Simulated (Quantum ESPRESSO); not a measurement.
The system is MgS (Niningerite).

```
S Mg
1.0
     0.00000    2.60165    2.60165
     2.60165    0.00000    2.60165
     2.60165    2.60165    0.00000
S Mg
1 1
Cartesian
  2.6016 2.6016 2.6016
  0.0000 0.0000 0.0000
```

Program: Quantum ESPRESSO 7.5. Alike in all runs: task band structure; no spin polarisation; cell as given; k mesh 9 × 9 × 9; cutoff (eV) 1143; smearing fermi-dirac 0.05 eV.

Order these runs on this cell by their pressure, lowest first.
A. level LDA; potentials or basis PseudoDojo 0.4.1 SR LDA standard; form of the LDA correlation PW92
B. level PBE; potentials or basis PseudoDojo 0.4.1 SR PBE standard
C. level PBEsol; potentials or basis PseudoDojo 0.4.1 SR PBEsol standard

A (-3.2 GPa), C (-0.9 GPa), B (1.2 GPa).
